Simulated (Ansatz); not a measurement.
**Ligand exchange: C2H5NO + Si(CH3)2(NH2)2 → CH4N2O + Si(CH3)3(NH2)**

Species: C2H5NO (acetamide) `CC(N)=O`, singlet; Si(CH3)2(NH2)2, singlet; CH4N2O (urea) `NC(N)=O`, singlet; Si(CH3)3(NH2), singlet. The partners trade CH3 for NH2: C–CH3 and Si–NH2 bonds give way to C–NH2 and Si–CH3.

Shapes, held fixed at every level: PBE0-D4/def2-TZVP. Flexible molecules stand in one conformer, not always the lowest. Programs: Ansatz 0.2.0. The zero-point and thermal change to 298 K, harmonic and unscaled (PBE0-D4/def2-TZVP), is +0.2 kJ/mol.

```json
{"level": "PBE-D4/def2-TZVPP", "kind": "GGA", "ΔH(298 K) (kJ/mol)": "+29.0", "less CCSD(T)/CBS estimate": "-11.9", "CPU time (sum over the molecules)": "33 s"}
{"level": "r2SCAN-D4/def2-TZVPP", "kind": "meta-GGA", "ΔH(298 K) (kJ/mol)": "+32.3", "less CCSD(T)/CBS estimate": "-8.6", "CPU time (sum over the molecules)": "58 s"}
{"level": "B3LYP-D4/def2-TZVPP", "kind": "global hybrid", "ΔH(298 K) (kJ/mol)": "+36.1", "less CCSD(T)/CBS estimate": "-4.8", "CPU time (sum over the molecules)": "58 s"}
{"level": "wB97M-V/def2-TZVPP", "kind": "range-separated hybrid", "ΔH(298 K) (kJ/mol)": "+35.4", "less CCSD(T)/CBS estimate": "-5.5", "CPU time (sum over the molecules)": "2.3 min"}
{"level": "wB97X-V/def2-TZVPP", "kind": "range-separated hybrid", "ΔH(298 K) (kJ/mol)": "+33.7", "less CCSD(T)/CBS estimate": "-7.2", "CPU time (sum over the molecules)": "98 s"}
{"level": "CCSD/def2-SVP", "kind": "coupled cluster or CI", "ΔH(298 K) (kJ/mol)": "+22.8", "less CCSD(T)/CBS estimate": "-18.1", "CPU time (sum over the molecules)": "–"}
{"level": "CCSD/def2-TZVPP", "kind": "coupled cluster or CI", "ΔH(298 K) (kJ/mol)": "+38.0", "less CCSD(T)/CBS estimate": "-2.9", "CPU time (sum over the molecules)": "–"}
{"level": "CCSD(T)/CBS estimate", "kind": "coupled cluster or CI", "ΔH(298 K) (kJ/mol)": "+40.9", "less CCSD(T)/CBS estimate": "0.0", "CPU time (sum over the molecules)": "54 min"}
```

The highest level, CCSD(T)/CBS estimate, gives ΔH(298 K) = +40.9 kJ/mol; the levels span +22.8 to +40.9. The column of differences is taken from that level and isn't an error. No measured value is set beside it here. The CBS estimate extrapolates MP2 from def2-TZVPP and def2-QZVPP and adds CCSD(T) − MP2 in the triple-zeta set, cores frozen. Times are processor times on shared x86 and Arm servers, and rough.
